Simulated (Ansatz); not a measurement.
# FeCo3: convergence and cost

This session on FeCo3 sets out to sweep the k-point mesh.

Computed with Ansatz 0.2.0 (DFT PBEsol, scalar-relativistic, plane waves, PAW, unless a step's input says otherwise).

1 further run of the same task is left out (set aside as unsound or not needed). Runs told in other sessions of the task aren't counted.

### Step 1. Starting point

It takes space group Pm-3m (No. 221, cubic). The conventional cell has a = 3.536 Å, b = 3.536 Å, c = 3.536 Å, α = 90.00°, β = 90.00°, γ = 90.00°. Around Fe (site symmetry m-3m) lie 12 Co at 2.50 Å. Around Co (site symmetry 4/mmm) lie 4 Fe at 2.50 Å and 8 Co at 2.50 Å.

Coordinates:

```xyz
4
Lattice="3.5357 0.0000 0.0000 0.0000 3.5357 0.0000 0.0000 0.0000 3.5357" Properties=species:S:1:pos:R:3 pbc="T T T"
Fe    0.0000    0.0000    0.0000
Co    1.7679    1.7679    0.0000
Co    1.7679    0.0000    1.7679
Co    0.0000    1.7679    1.7679
```

The structure comes from the Materials Project (structure only); it is used as listed.

### Step 2. The base input

Contents of input.yaml:

```yaml
crystal:
  lattice:
    - [3.53570262, 0.0, 0.0]
    - [0.0, 3.53570262, 0.0]
    - [0.0, 0.0, 3.53570262]
  atoms:
    - { symbol: Fe, position: [0.0, 0.0, 0.0], spin: 2.89 }
    - { symbol: Co, position: [0.5, 0.5, 0.0], spin: 1.87 }
    - { symbol: Co, position: [0.5, 0.0, 0.5], spin: 1.87 }
    - { symbol: Co, position: [0.0, 0.5, 0.5], spin: 1.87 }
basis:
  ecutwfc: 420
kpoints:
  mp_grid: { grid: [12, 12, 12] }
hamiltonian:
  xc: pbesol
scf:
  occupations: { method: gaussian, width: 0.1 }
output:
  forces: true
  stress: true
  eigenvalues: true
  populations: true
  write_density: true
  write_potential: true
  elf: true
  volumetric_format: npy
magnetization:
  spin_polarized: true
```

It was run beforehand and gave: -4931.9202 eV/atom at zero smearing, pressure -8.48 GPa, largest force 0.000 eV/Å, no gap on the mesh, site moments Fe +2.59, Co +1.66 (×3) μB, in 13 SCF cycles and 17 s.

### Step 3. K-point mesh set to 1×1×1

Contents of input.yaml:

```yaml
crystal:
  lattice:
    - [3.53570262, 0.0, 0.0]
    - [0.0, 3.53570262, 0.0]
    - [0.0, 0.0, 3.53570262]
  atoms:
    - { symbol: Fe, position: [0.0, 0.0, 0.0], spin: 2.85 }
    - { symbol: Co, position: [0.5, 0.5, 0.0], spin: 1.83 }
    - { symbol: Co, position: [0.5, 0.0, 0.5], spin: 1.83 }
    - { symbol: Co, position: [0.0, 0.5, 0.5], spin: 1.83 }
basis:
  ecutwfc: 420
kpoints:
  mp_grid: { grid: [1, 1, 1] }
hamiltonian:
  xc: pbesol
scf:
  occupations: { method: gaussian, width: 0.1 }
output:
  forces: true
  stress: true
  eigenvalues: true
  populations: true
magnetization:
  spin_polarized: true
```

Run with:

```
ansatz run input.yaml --threads 1 --pin off --max-ram 2560MiB --backend cpu --events-out ev --progress --plain --runs-dir out
```

### Step 4. K-point mesh: 2×2×2

input.yaml, as its differences from that of step 3:

```diff
@@ -13,3 +13,3 @@
 kpoints:
-  mp_grid: { grid: [1, 1, 1] }
+  mp_grid: { grid: [2, 2, 2] }
 hamiltonian:
```

### Step 5. K-point mesh: 4×4×4

input.yaml, as its differences from that of step 4:

```diff
@@ -13,3 +13,3 @@
 kpoints:
-  mp_grid: { grid: [2, 2, 2] }
+  mp_grid: { grid: [4, 4, 4] }
 hamiltonian:
```

### Step 6. K-point mesh set to 6×6×6

input.yaml, as its differences from that of step 5:

```diff
@@ -13,3 +13,3 @@
 kpoints:
-  mp_grid: { grid: [4, 4, 4] }
+  mp_grid: { grid: [6, 6, 6] }
 hamiltonian:
```

### Step 7. K-point mesh: 8×8×8

input.yaml, as its differences from that of step 6:

```diff
@@ -13,3 +13,3 @@
 kpoints:
-  mp_grid: { grid: [6, 6, 6] }
+  mp_grid: { grid: [8, 8, 8] }
 hamiltonian:
```

### Step 8. K-point mesh set to 10×10×10

input.yaml, as its differences from that of step 7:

```diff
@@ -13,3 +13,3 @@
 kpoints:
-  mp_grid: { grid: [8, 8, 8] }
+  mp_grid: { grid: [10, 10, 10] }
 hamiltonian:
```

### Step 9. K-point mesh: 14×14×14

input.yaml, as its differences from that of step 8:

```diff
@@ -13,3 +13,3 @@
 kpoints:
-  mp_grid: { grid: [10, 10, 10] }
+  mp_grid: { grid: [14, 14, 14] }
 hamiltonian:
```

### Step 10. K-point mesh set to 16×16×16

input.yaml, as its differences from that of step 9:

```diff
@@ -13,3 +13,3 @@
 kpoints:
-  mp_grid: { grid: [14, 14, 14] }
+  mp_grid: { grid: [16, 16, 16] }
 hamiltonian:
```

### Step 11. K-point mesh: 18×18×18

input.yaml, as its differences from that of step 10:

```diff
@@ -13,3 +13,3 @@
 kpoints:
-  mp_grid: { grid: [16, 16, 16] }
+  mp_grid: { grid: [18, 18, 18] }
 hamiltonian:
```

(Steps that only read results are left out.)

What results come out of these runs, taken together?

**Answer**, as computed:

| quantity | value |
| --- | --- |
| k-point mesh: within 10 and 1 meV/atom of 18×18×18 from | 4×4×4 for 10; 10×10×10 for 1 |

In the sweep of the k-point mesh, 10×10×10 already comes within 1 meV/atom of the reference, and so do all later runs, at about 0.29 of the reference's time. The reference is only the best run made, not a proven limit. The error changes sign along the series, since a k mesh isn't variational, and a metal needs dense meshes to resolve its Fermi surface. The cell's moment varies from 7.35 to 11.00 μB over the series. The listed cell is far from this method's equilibrium (-8.5 GPa, forces up to 0.00 eV/Å), so its values are not those of the relaxed crystal.
